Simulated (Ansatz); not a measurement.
KF (rocksalt), relaxed with r2SCAN in the plane-wave code Ansatz. The symmetry is Fm-3m (No. 225, cubic); a = 5.318 Å in the conventional setting, 18.80 Å³ an atom. Around K lie 6 F at 2.66 Å; around F lie 6 K at 2.66 Å.

The axes x, y and z are those of this cell:
```xyz
2
Lattice="0.0000 2.6590 2.6590 2.6590 0.0000 2.6590 2.6590 2.6590 0.0000" Properties=species:S:1:pos:R:3 pbc="T T T"
K     0.0000    0.0000    0.0000
F     2.6590    2.6590    2.6590
```

Unstrained: With PBE the gap is 6.259 eV and direct, at Γ. The r2SCAN gap is direct at Γ: 6.908 eV. The HSE06 gap is direct at Γ: 8.263 eV. Meshes: PBE 8×8×8, r2SCAN 8×8×8, HSE06 6×6×6. Strains are changes of length per length, and xy shears are angles. After each strain the atoms were relaxed again with r2SCAN within the symmetry that the strain leaves, so tilts or polar shifts that break it weren't tested; points keep the names that they have in the unstrained zone. No spin polarisation and no zero-point or thermal motion.

Question: Apply xy shear, engineering strain (angle) +2.0 %. How far does the gap move, against the unstrained cell?

Answer: PBE: the gap goes from 6.259 to 6.248 eV (-0.011 eV); with r2SCAN the top three valence levels at Γ, degenerate before, become 1+1+1 from the top over 18 meV. r2SCAN: the gap goes from 6.908 to 6.898 eV (-0.010 eV). HSE06: the gap goes from 8.263 to 8.253 eV (-0.010 eV). The r2SCAN energy rises by 0.3 meV an atom.

Question: Estimate what isotropic +1.0 % on every length does to the gap.

Answer: PBE: the gap goes from 6.259 to 6.102 eV (-0.157 eV). r2SCAN: the gap goes from 6.908 to 6.749 eV (-0.159 eV). HSE06: the gap goes from 8.263 to 8.094 eV (-0.169 eV). The r2SCAN energy rises by 1.8 meV an atom.

Question: Estimate what epitaxial -0.5 % in the plane normal to [111], free normal strain +0.45 % does to the gap.

Answer: PBE: the gap goes from 6.259 to 6.285 eV (+0.026 eV). r2SCAN: the gap goes from 6.908 to 6.935 eV (+0.027 eV). HSE06: the gap goes from 8.263 to 8.292 eV (+0.029 eV). The r2SCAN energy rises by 0.1 meV an atom.

Question: Apply uniaxial -0.5 % along [111], other directions held. How far does the gap move, against the unstrained cell?

Answer: PBE: the gap goes from 6.259 to 6.283 eV (+0.024 eV). r2SCAN: the gap goes from 6.908 to 6.932 eV (+0.024 eV). HSE06: the gap goes from 8.263 to 8.289 eV (+0.026 eV). The r2SCAN energy rises by 0.1 meV an atom.

Question: Estimate what isotropic +1.5 % on every length does to the gap.

Answer: PBE: the gap goes from 6.259 to 6.025 eV (-0.234 eV). r2SCAN: the gap goes from 6.908 to 6.672 eV (-0.236 eV). HSE06: the gap goes from 8.263 to 8.012 eV (-0.251 eV). The r2SCAN energy rises by 3.9 meV an atom.

The meshes of the hybrids are coarse, so their gaps aren't converged to the digits shown.

The splittings at Γ are without spin-orbit coupling, which regroups them where it is of like size or larger.
